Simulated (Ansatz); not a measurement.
**ZnTe: pressure series**

Consider ZnTe in the zinc blende structure (space group F-43m, No. 216).

```xyz
2
Lattice="0.0000 3.0568 3.0568 3.0568 0.0000 3.0568 3.0568 3.0568 0.0000" Properties=species:S:1:pos:R:3 pbc="T T T"
Te     1.5284     1.5284     1.5284
Zn     0.0000     0.0000     0.0000
```

Cell and atoms are relaxed at each pressure.

Level of theory: plane-wave PAW DFT at the r2SCAN level (Ansatz, an electronic-structure program, 500 eV), no spin-orbit coupling.

Before the change:

| Quantity | Result |
|---|---|
| Band gap | 1.79 eV |

**Question.** The aim is a band gap between 0.94 eV and 1.00 eV. Which of these changes reaches it?
A) pressure 50 GPa
B) pressure 75 GPa
C) pressure 7 GPa

**Answer.** B, pressure 75 GPa. It gives 0.98 eV; pressure 7 GPa gives 2.33 eV; pressure 50 GPa gives 1.36 eV. Changes not listed may reach it too

Spin-orbit coupling, missing from the scalar runs, can matter with Te. Load acts through the strain it causes; cell and atoms are relaxed under it. Stability against distortions was not tested. Measured, ZnTe leaves this structure (for cinnabar) near 9.5 GPa (temperature not stated; as listed in Datta, Sujoy, Jana, Debnarayan, arXiv (2020)), on rising pressure, with hysteresis.
